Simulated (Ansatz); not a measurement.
# NaF in the rock salt structure (space group Fm-3m, No. 225)

```
NaF
1.0
    0.00000     2.35059     2.35059
    2.35059     0.00000     2.35059
    2.35059     2.35059     0.00000
Na F
1 1
Cartesian
  0.00000   0.00000   0.00000
  2.35059   2.35059   2.35059
```

Method: PBE (Ansatz, an electronic-structure program; PAW; 420 eV plane waves; without spin-orbit coupling). k-mesh 12×12×12 (Γ-centred); smearing 0.05 eV (Fermi–Dirac).

- Volume per atom = 12.99 Å³
- Density = 2.68 g/cm³
- Band gap = 6.09 eV, direct at Γ
- Electron mass = 0.56 mₑ
- Lowest conduction-band minima above the VBM = Γ 6.09 eV
- Total energy = -1148.716 eV/atom (σ→0; compares only within this code and set-up)

Effective masses come from finite differences of ±0.01 Å⁻¹. No phonon test of stability was made.
